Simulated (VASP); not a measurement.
**GaSb in VASP: how settings move the PBE relaxation**

Aim: see what changed inputs do to the PBE relaxation of rocksalt GaSb. This is a trial cell built on a prototype, not taken from a measured structure, and it needn't be the compound's ground state.

The runs shown are made with VASP 6.6.1. PAW datasets, plane waves. The cell comes from a prototype generator: it can be a known phase or a hypothetical one. Spin polarisation is off.

### Step 1. The cell

Space group Fm-3m (No. 225), cubic; a = 5.539 Å in the conventional setting, 21.24 Å³ an atom. Around Ga lie 6 Sb at 2.77 Å; around Sb lie 6 Ga at 2.77 Å.

The structure in full:

```xyz
2
Lattice="0.0000 2.7696 2.7696 2.7696 0.0000 2.7696 2.7696 2.7696 0.0000" Properties=species:S:1:pos:R:3 pbc="T T T"
Ga    0.0000    0.0000    0.0000
Sb    2.7696    2.7696    2.7696
```

The PBE run on sound settings gave: energy (σ→0) -6.9867 eV, final volume 24.430 Å³/atom.

### Step 2. Altered input 1

File INCAR:

```
ENCUT = 600.000000
SIGMA = 0.020000
EDIFF = 1.00e-07
GGA = PE
PREC = Accurate
IBRION = 2
ISIF = 3
ISMEAR = -1
NBANDS = 16
NELM = 120
NSW = 40
LASPH = .TRUE.
LCHARG = .FALSE.
LWAVE = .FALSE.
LREAL = .FALSE.
EDIFFG = -0.05
```

File KPOINTS:

```
KPOINTS created by Atomic Simulation Environment
0
Gamma
8 8 8
0 0 0
```

File POSCAR:

```
Ga Sb
 1.0000000000000000
     0.0000000000000000    2.7695880000000002    2.7695880000000002
     2.7695880000000002    0.0000000000000000    2.7695880000000002
     2.7695880000000002    2.7695880000000002    0.0000000000000000
 Ga  Sb
   1   1
Cartesian
  0.0000000000000000  0.0000000000000000  0.0000000000000000
  2.7695880000000002  2.7695880000000002  2.7695880000000002
```

Potentials: the recommended PBE PAW datasets, 18 valence electrons in the neutral cell.

Launch:

```bash
$ mpirun -np 1 vasp_std
```

### Step 3. Altered input 2

File INCAR:

```
SIGMA = 0.020000
EDIFF = 1.00e-07
EDIFFG = -5.00e-03
GGA = PE
PREC = Accurate
IBRION = 2
ISIF = 3
ISMEAR = -1
NBANDS = 16
NSW = 40
LASPH = .TRUE.
LCHARG = .FALSE.
LWAVE = .FALSE.
LREAL = .FALSE.
ENCUT = 350
NELM = 52
```

File KPOINTS:

```
KPOINTS created by Atomic Simulation Environment
0
Gamma
8 8 8
0 0 0
```

File POSCAR:

```
Ga Sb
 1.0000000000000000
     0.0000000000000000    2.7695880000000002    2.7695880000000002
     2.7695880000000002    0.0000000000000000    2.7695880000000002
     2.7695880000000002    2.7695880000000002    0.0000000000000000
 Ga  Sb
   1   1
Cartesian
  0.0000000000000000  0.0000000000000000  0.0000000000000000
  2.7695880000000002  2.7695880000000002  2.7695880000000002
```

Before running it: what results should come out? Wanted: for each run, changed; ending; energy change; volume; electronic steps; usable.

**Answer**, as computed:

| run | changed | ending | energy change (meV/atom) | volume (Å³/atom) | electronic steps | time | usable |
| --- | --- | --- | --- | --- | --- | --- | --- |
| ref. | – | converged | 0 | 24.430 | – | – | yes |
| 1 | EDIFFG = -0.05 | converged | 0.4 | 24.411 | 34 | 33 s | yes |
| 2 | ENCUT = 350, NELM = 52 | converged | 1.8 | 24.470 | 37 | 20 s | no |

What this shows: Of 2 altered inputs, 1 ended normally on a faulty or unsound input, 1 gave usable results. «EDIFFG = -0.05» moves the energy by 0.4 meV/atom.
